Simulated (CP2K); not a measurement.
# Ag (Fm-3m) in CP2K: notebook

The runs below take Ag through single point, with PBE.

Program: CP2K 2026.2. These are calculated values, not measurements. Logs are shortened: lines on timing, memory, paths and dates and some standing lists are left out, and cuts for length are marked.

## Step 1: Starting point

The structure is cubic, space group Fm-3m (No. 225). Conventional cell: a = 4.085 Å, b = 4.085 Å, c = 4.085 Å, α = 90.00°, β = 90.00°, γ = 90.00°. Around Ag (site symmetry m-3m) lie 12 Ag at 2.89 Å.

## Step 2: Single point, PBE

ag_scf.inp reads:

```
&GLOBAL
  PROJECT ag_scf
  RUN_TYPE ENERGY_FORCE
  PRINT_LEVEL LOW
&END GLOBAL
&FORCE_EVAL
  METHOD QS
  STRESS_TENSOR ANALYTICAL
  &DFT
    BASIS_SET_FILE_NAME BASIS_MOLOPT_UZH
    POTENTIAL_FILE_NAME POTENTIAL_UZH
    &MGRID
      CUTOFF 450
      REL_CUTOFF 60
      NGRIDS 4
    &END MGRID
    &QS
      METHOD GPW
      EPS_DEFAULT 1.0E-10
    &END QS
    &KPOINTS
      SCHEME MONKHORST-PACK 11 11 11
      GAMMA_CENTERED T
      SYMMETRY T
      SYMMETRY_BACKEND SPGLIB
    &END KPOINTS
    &SCF
      SCF_GUESS ATOMIC
      EPS_SCF 1.0E-6
      MAX_SCF 100
      ADDED_MOS 11
      CHOLESKY OFF
      EPS_EIGVAL 1.0E-7
      &DIAGONALIZATION ON
        ALGORITHM STANDARD
      &END DIAGONALIZATION
      &MIXING ON
        METHOD BROYDEN_MIXING
        ALPHA 0.4
        BETA 1.5
        NBUFFER 8
      &END MIXING
      &SMEAR ON
        METHOD GAUSSIAN
        SIGMA [eV] 0.020999999999999998
      &END SMEAR
    &END SCF
    &XC
      &XC_FUNCTIONAL PBE
      &END XC_FUNCTIONAL
    &END XC
    &PRINT
      &KPOINTS ON
      &END KPOINTS
      &MULLIKEN ON
      &END MULLIKEN
      &MO ON
        ENERGIES T
        OCCUPATION_NUMBERS T
        &EACH
          QS_SCF 0
        &END EACH
        ADD_LAST NUMERIC
      &END MO
      &E_DENSITY_CUBE ON
        STRIDE 1
      &END E_DENSITY_CUBE
      &V_HARTREE_CUBE ON
        STRIDE 1
      &END V_HARTREE_CUBE
      &ELF_CUBE ON
        STRIDE 1
      &END ELF_CUBE
    &END PRINT
  &END DFT
  &SUBSYS
    &CELL
      A 2.8888847545 0.0000000000 0.0000000000
      B 1.4444423773 2.5018475860 0.0000000000
      C 1.4444423773 0.8339491953 2.3587645248
      PERIODIC XYZ
    &END CELL
    &COORD
      Ag  0.0000000000 0.0000000000 0.0000000000
    &END COORD
    &KIND Ag
      BASIS_SET TZVP-MOLOPT-PBE-GTH-q11
      POTENTIAL GTH-PBE-q11
    &END KIND
    &PRINT
      &ATOMIC_COORDINATES ON
      &END ATOMIC_COORDINATES
      &CELL ON
      &END CELL
    &END PRINT
  &END SUBSYS
  &PRINT
    &FORCES ON
    &END FORCES
    &STRESS_TENSOR ON
    &END STRESS_TENSOR
  &END PRINT
&END FORCE_EVAL
```

Potentials or basis: POTENTIAL_UZH Ag GTH-PBE-q11; TZVP-MOLOPT-PBE-GTH basis.

The run is started by

```console
$ OMP_NUM_THREADS=1 cp2k.psmp -i ag_scf.inp -o ag_scf.out
```

ag_scf.out:

```text

 CP2K| version string:                                       CP2K version 2026.2
 CP2K| Input file name                                                ag_scf.inp

 GLOBAL| Force Environment number                                              1
 GLOBAL| Basis set file name                                    BASIS_MOLOPT_UZH
 GLOBAL| Potential file name                                       POTENTIAL_UZH
 GLOBAL| MM Potential file name                                     MM_POTENTIAL
 GLOBAL| Coordinate file name                                      __STD_INPUT__
 GLOBAL| Method name                                                        CP2K
 GLOBAL| Project name                                                     ag_scf
 GLOBAL| Run type                                                   ENERGY_FORCE
 GLOBAL| FFT library                                                       FFTW3
 GLOBAL| Diagonalization library                                       ScaLAPACK
 GLOBAL| Cholesky decomposition library                                ScaLAPACK
 GLOBAL| DGEMM library                                                      BLAS
 GLOBAL| Direct generalized diagonalization requested                          F
 GLOBAL| Matrix multiplication library                                 ScaLAPACK
 GLOBAL| Global print level                                                  LOW
 GLOBAL| Total number of message passing processes                             1
 GLOBAL| Number of threads for this process                                    1
 GLOBAL| CPU model name                                                  UNKNOWN

 CELL| Volume [angstrom^3]:                                            17.048087
 CELL| Vector a [angstrom]:       2.889     0.000     0.000   |a| =     2.888885
 CELL| Vector b [angstrom]:       1.444     2.502     0.000   |b| =     2.888885
 CELL| Vector c [angstrom]:       1.444     0.834     2.359   |c| =     2.888885
 CELL| Angle (b,c), alpha [degree]:                                    60.000000
 CELL| Angle (a,c), beta  [degree]:                                    60.000000
 CELL| Angle (a,b), gamma [degree]:                                    60.000000
 CELL| Numerically orthorhombic:                                              NO
 CELL| Periodicity                                                           XYZ

 CELL_REF| Volume [angstrom^3]:                                        17.048087
 CELL_REF| Vector a [angstrom     2.889     0.000     0.000   |a| =     2.888885
 CELL_REF| Vector b [angstrom     1.444     2.502     0.000   |b| =     2.888885
 CELL_REF| Vector c [angstrom     1.444     0.834     2.359   |c| =     2.888885
 CELL_REF| Angle (b,c), alpha [degree]:                                60.000000
 CELL_REF| Angle (a,c), beta  [degree]:                                60.000000
 CELL_REF| Angle (a,b), gamma [degree]:                                60.000000
 CELL_REF| Numerically orthorhombic:                                          NO
 CELL_REF| Periodicity                                                       XYZ
[... 9 lines left out ...]
 TOTAL NUMBERS AND MAXIMUM NUMBERS

  Total number of            - Atomic kinds:                                   1
                             - Atoms:                                          1
                             - Shell sets:                                     1
                             - Shells:                                        10
                             - Primitive Cartesian functions:                  5
                             - Cartesian basis functions:                     40
                             - Spherical basis functions:                     34

  Maximum angular momentum of- Orbital basis functions:                        3
                             - Local part of the GTH pseudopotential:          0
                             - Non-local part of the GTH pseudopotential:      4

 MODULE QUICKSTEP: ATOMIC COORDINATES IN ANGSTROM

   Atom Kind Element         X             Y             Z       Z(eff)     Mass
      1    1 Ag   47      0.000000      0.000000      0.000000  11.0000 107.8682

 SCF PARAMETERS         Density guess:                                    ATOMIC
                        --------------------------------------------------------
                        max_scf:                                             100
[... 7 lines left out ...]
                        --------------------------------------------------------
                        level_shift [a.u.]:                             0.000000
                        added MOs                                        11    0
                        --------------------------------------------------------
                        Mixing method:                            BROYDEN_MIXING
                                                charge density mixing in g-space
                        --------------------------------------------------------
                        Smear method:                                   GAUSSIAN
                        Smearing width (sigma) [a.u.]:                  7.72E-04
                        Accuracy threshold:                             1.00E-10
                        --------------------------------------------------------
                        No outer SCF

 *******************************************************************************
                                    Kpoints
 *******************************************************************************
 BRILLOUIN| K-point scheme                                        Monkhorst-Pack
 BRILLOUIN| K-Point grid                                            11   11   11
 BRILLOUIN| Gamma-centered k-point mesh                                     ON
 BRILLOUIN| K-point symmetry accuracy                               0.100000E-05
 BRILLOUIN| K-Point point group symmetrization                                ON
 BRILLOUIN| Symmetry backend                                             SPGLIB
 BRILLOUIN| Symmetry reduction method                                    SPGLIB
 BRILLOUIN| Wavefunction type                                            COMPLEX
 BRILLOUIN| List of Kpoints [2 Pi/Bohr]                                       56
 BRILLOUIN| Number           Weight            X              Y              Z
 BRILLOUIN|     1           0.00601       -0.45455       -0.45455       -0.45455
 BRILLOUIN|     2           0.01803       -0.45455       -0.45455       -0.36364
 BRILLOUIN|     3           0.01803       -0.45455       -0.45455       -0.27273
 BRILLOUIN|     4           0.01803       -0.45455       -0.45455       -0.18182
 BRILLOUIN|     5           0.01803       -0.45455       -0.45455       -0.09091
 BRILLOUIN|     6           0.00451       -0.45455       -0.45455        0.00000
[... 32 lines left out ...]
 BRILLOUIN|    39           0.01803       -0.36364       -0.27273       -0.27273
 BRILLOUIN|    40           0.03606       -0.36364       -0.27273       -0.18182
 [... further k-points ...]
 *******************************************************************************

 Extrapolation method: initial_guess

 Number of electrons:                                                         11
 Number of occupied orbitals:                                                  6
 Number of molecular orbitals:                                                17

 Number of orbital functions:                                                 34
 Number of independent orbital functions:                                     34

 SCF WAVEFUNCTION OPTIMIZATION

  Step     Update method      Time    Convergence         Total energy    Change
  ------------------------------------------------------------------------------
     1 NoMix/Diag. 0.40E+00   12.2     0.27538637       -37.1450285045 -3.71E+01
     2 Broy./Diag. 0.40E+00    8.5     0.04482108       -37.8707392521 -7.26E-01
     3 Broy./Diag. 0.40E+00    8.6     0.03774326       -37.4055207362  4.65E-01
     4 Broy./Diag. 0.40E+00    8.5     0.00322160       -37.1324700322  2.73E-01
     5 Broy./Diag. 0.40E+00    8.5     0.00258617       -37.1168392965  1.56E-02
     6 Broy./Diag. 0.40E+00    8.6     0.00065068       -37.1312566151 -1.44E-02
     7 Broy./Diag. 0.40E+00    8.6     0.00020971       -37.1306565228  6.00E-04
     8 Broy./Diag. 0.40E+00    8.6     0.00007149       -37.1295197464  1.14E-03
     9 Broy./Diag. 0.40E+00    8.5     0.00001104       -37.1298045888 -2.85E-04
    10 Broy./Diag. 0.40E+00    8.5     0.00000437       -37.1298339399 -2.94E-05
    11 Broy./Diag. 0.40E+00    8.5     0.00000005       -37.1298178127  1.61E-05

  *** SCF run converged in    11 steps ***

  Electronic density on regular grids:        -10.9999999988        0.0000000012
  Core density on regular grids:               10.9999999984       -0.0000000016
  Total charge density on r-space grids:       -0.0000000004
  Total charge density g-space grids:          -0.0000000004

  Overlap energy of the core charge distribution:               0.00000000208518
  Self energy of the core charge distribution:                -59.61021713739781
  Core Hamiltonian energy:                                     20.19300422558581
  Hartree energy:                                               8.12597313259268
  Exchange-correlation energy:                                 -5.83857704866608
  Smearing free energy correction:                             -0.00000098692019
  Fermi energy:                                                 0.29496641334938

  Total energy:                                               -37.12981781272043
  Total energy (extrapolated to sigma->0):                    -37.12981731926034

 MO| EIGENVALUES AND OCCUPATION NUMBERS FOR K POINT 1
 MO|
 MO|  Index      Eigenvalue [a.u.]        Eigenvalue [eV]             Occupation
 MO|      1               0.050204               1.366120               2.000000
 MO|      2               0.106582               2.900252               2.000000
 MO|      3               0.106582               2.900253               2.000000
 MO|      4               0.172434               4.692169               2.000000
 MO|      5               0.172434               4.692173               2.000000
 MO|      6               0.253864               6.907999               2.000000
[... 314 lines left out ...]
 MO|     16               1.758943              47.863282               0.000000
 MO|     17               1.832543              49.866019               0.000000
 MO| Sum:                                                              12.000000
 MO| E(Fermi):            0.294966 a.u.          8.026444 eV
 MO| Band gap:            0.388376 a.u.         10.568242 eV

 [... the levels of further k-points ...]

 The electron density is written in Cube    file format to the file:

 ag_scf-ELECTRON_DENSITY-1_0.cube

 !-----------------------------------------------------------------------------!
                     Mulliken Population Analysis

 #  Atom  Element  Kind  Atomic population                           Net charge
       1     Ag       1         11.000000                              0.000000
 # Total charge                             11.000000                  0.000000

 !-----------------------------------------------------------------------------!

               ----- ELF is computed on the real space grid -----

 ELF is written in Cube    file format to the file:

 ag_scf-ELF_S1-1_0.cube

 ENERGY| Total FORCE_EVAL ( QS ) energy [hartree]            -37.129817668891050

 FORCES| Atomic forces [hartree/bohr]
 FORCES|   Atom     x               y               z               |f|
 FORCES|      1  7.79470292E-15 -4.41493086E-16 -9.22279703E-15   1.20835547E-14
 FORCES| Sum     7.79470292E-15 -4.41493086E-16 -9.22279703E-15
 FORCES| Total atomic force                                       1.20835547E-14

 STRESS| Analytical stress tensor [bar]
 STRESS|                        x                   y                   z
 STRESS|      x        4.01224020130E+04  -4.14489386852E-02   9.72056220047E-03
 STRESS|      y       -4.14489386852E-02   4.01224703879E+04  -2.48227591646E-01
 STRESS|      z        9.72056220047E-03  -2.48227591646E-01   4.01222522252E+04
 STRESS| 1/3 Trace                                             4.01223748754E+04
 STRESS| Determinant                                           6.45891983045E+13

 STRESS| Eigenvectors and eigenvalues of the analytical stress tensor [bar]
 STRESS|                        1                   2                   3
 STRESS| Eigenvalues   4.01220894878E+04   4.01223959303E+04   4.01226392079E+04
 STRESS|      x           0.046848843464      0.984904883588     -0.166635998962
 STRESS|      y           0.548955368056      0.113984490733      0.828043199208
 STRESS|      z           0.834537710202     -0.130268592363     -0.535328781306
```

Run time: 2.1 min. Hardware: 1 thread of Arm Neoverse V2, shared host; peak memory 0.33 GiB.

Results:

| Item | Value |
| --- | --- |
| Free energy | -1010.3537 eV |
| Pressure | 4.0 GPa |
| Band gap on the k mesh | none (metal or under the smearing width) |

Levels at points of the mesh, in eV from the Fermi level:
```csv
k point,band 3,band 4,band 5,band 6,band 7,band 8,band 9,band 10
"(0.00, 0.00, 0.00)",-5.11,-5.11,-4.10,-4.10,18.77,21.45,21.45,21.45
```

Caveat: the basis of atomic orbitals isn't converged, which shifts pressures, moduli and gaps.

## Step 3: Single point, PBE

Changes to ag_scf.inp since step 2:

```diff
@@ -44,3 +44,3 @@
         METHOD GAUSSIAN
-        SIGMA [eV] 0.020999999999999998
+        SIGMA [eV] 0.022
       &END SMEAR
@@ -48,3 +48,7 @@
     &XC
-      &XC_FUNCTIONAL PBE
+      &XC_FUNCTIONAL
+        &GGA_X_PBE
+        &END GGA_X_PBE
+        &GGA_C_PBE
+        &END GGA_C_PBE
       &END XC_FUNCTIONAL
@@ -64,2 +68,7 @@
       &END MO
+      &LOWDIN ON
+      &END LOWDIN
+      &HIRSHFELD ON
+        SHAPE_FUNCTION DENSITY
+      &END HIRSHFELD
       &E_DENSITY_CUBE ON
@@ -83,2 +92,3 @@
     &COORD
+      SCALED
       Ag  0.0000000000 0.0000000000 0.0000000000
@@ -94,2 +104,4 @@
       &END CELL
+      &SYMMETRY ON
+      &END SYMMETRY
     &END PRINT
```

Potentials or basis: POTENTIAL_UZH Ag GTH-PBE-q11; TZVP-MOLOPT-PBE-GTH basis.

The run is started by

```console
$ OMP_NUM_THREADS=1 cp2k.psmp -i ag_scf.inp -o ag_scf.out
```

It took 2.1 min on 1 thread of Arm Neoverse V2, shared host; peak memory 0.33 GiB.

It converged, with:

```yaml
Free_energy: -1010.3537 eV
Pressure: 4.0 GPa
Band_gap_on_the_k_mesh: none (metal or under the smearing width)
```

Levels at points of the mesh, in eV from the Fermi level:
| k point | band 3 | band 4 | band 5 | band 6 | band 7 | band 8 | band 9 | band 10 |
| --- | --- | --- | --- | --- | --- | --- | --- | --- |
| (0.00, 0.00, 0.00) | -5.11 | -5.11 | -4.10 | -4.10 | 18.77 | 21.45 | 21.45 | 21.45 |

Caveat: the basis of atomic orbitals isn't converged, which shifts pressures, moduli and gaps.

## Step 4: Single point, PBE

Changes to ag_scf.inp since step 3:

```diff
@@ -44,3 +44,3 @@
         METHOD GAUSSIAN
-        SIGMA [eV] 0.022
+        SIGMA [eV] 0.023
       &END SMEAR
@@ -48,7 +48,3 @@
     &XC
-      &XC_FUNCTIONAL
-        &GGA_X_PBE
-        &END GGA_X_PBE
-        &GGA_C_PBE
-        &END GGA_C_PBE
+      &XC_FUNCTIONAL PBE
       &END XC_FUNCTIONAL
@@ -73,11 +69,2 @@
       &END HIRSHFELD
-      &E_DENSITY_CUBE ON
-        STRIDE 1
-      &END E_DENSITY_CUBE
-      &V_HARTREE_CUBE ON
-        STRIDE 1
-      &END V_HARTREE_CUBE
-      &ELF_CUBE ON
-        STRIDE 1
-      &END ELF_CUBE
     &END PRINT
@@ -92,3 +79,2 @@
     &COORD
-      SCALED
       Ag  0.0000000000 0.0000000000 0.0000000000
```

The run is started by

```console
$ OMP_NUM_THREADS=1 cp2k.psmp -i ag_scf.inp -o ag_scf.out
```

It took 1.9 min on 1 thread of Arm Neoverse V2, shared host; peak memory 0.33 GiB.

It converged, with:

```yaml
Free_energy: -1010.3537 eV
Pressure: 4.0 GPa
Band_gap_on_the_k_mesh: none (metal or under the smearing width)
```

Levels at points of the mesh, in eV from the Fermi level:
| k point | band 2 | band 3 | band 4 | band 5 | band 6 | band 7 | band 8 | band 9 | band 10 | band 11 |
| --- | --- | --- | --- | --- | --- | --- | --- | --- | --- | --- |
| (0.00, 0.00, 0.00) | -5.11 | -5.11 | -5.11 | -4.10 | -4.10 | 18.78 | 21.45 | 21.45 | 21.45 | 27.30 |

Caveat: the basis of atomic orbitals isn't converged, which shifts pressures, moduli and gaps.

## Step 5: Single point, PBE

Changes to ag_scf.inp since step 4:

```diff
@@ -14,3 +14,3 @@
       REL_CUTOFF 60
-      NGRIDS 4
+      NGRIDS 5
     &END MGRID
@@ -44,3 +44,3 @@
         METHOD GAUSSIAN
-        SIGMA [eV] 0.023
+        SIGMA [eV] 0.026000000000000002
       &END SMEAR
@@ -64,7 +64,2 @@
       &END MO
-      &LOWDIN ON
-      &END LOWDIN
-      &HIRSHFELD ON
-        SHAPE_FUNCTION DENSITY
-      &END HIRSHFELD
     &END PRINT
@@ -79,2 +74,3 @@
     &COORD
+      SCALED
       Ag  0.0000000000 0.0000000000 0.0000000000
```

The run is started by

```console
$ OMP_NUM_THREADS=1 cp2k.psmp -i ag_scf.inp -o ag_scf.out
```

Run time: 1.9 min. Hardware: 1 thread of Arm Neoverse V2, shared host; peak memory 0.33 GiB.

The run converged. Its results:

| Item | Value |
| --- | --- |
| Free energy | -1010.3537 eV |
| Pressure | 4.0 GPa |
| Band gap on the k mesh | none (metal or under the smearing width) |

Levels at points of the mesh, in eV from the Fermi level:
```tsv
k point	band 2	band 3	band 4	band 5	band 6	band 7	band 8	band 9	band 10	band 11
(0.00, 0.00, 0.00)	-5.10	-5.10	-5.10	-4.09	-4.09	18.78	21.45	21.45	21.45	27.31
```

Caveat: the basis of atomic orbitals isn't converged, which shifts pressures, moduli and gaps.

## Step 6: Summary

| smearing | NGRIDS | gap on the mesh (eV) | pressure (GPa) |
| --- | --- | --- | --- |
| gaussian 0.021 eV | 4 | none | 4.0 |
| gaussian 0.022 eV | 4 | none | 4.0 |
| gaussian 0.023 eV | 4 | none | 4.0 |
| gaussian 0.026 eV | 5 | none | 4.0 |

Alike in all rows: task single point; level PBE; potentials or basis POTENTIAL_UZH Ag GTH-PBE-q11; TZVP-MOLOPT-PBE-GTH basis; no spin polarisation; cell as given; k mesh 11 × 11 × 11.

Caveats: the basis of atomic orbitals isn't converged, which shifts pressures, moduli and gaps.

Absolute energies hang on the potentials; compare differences alone.
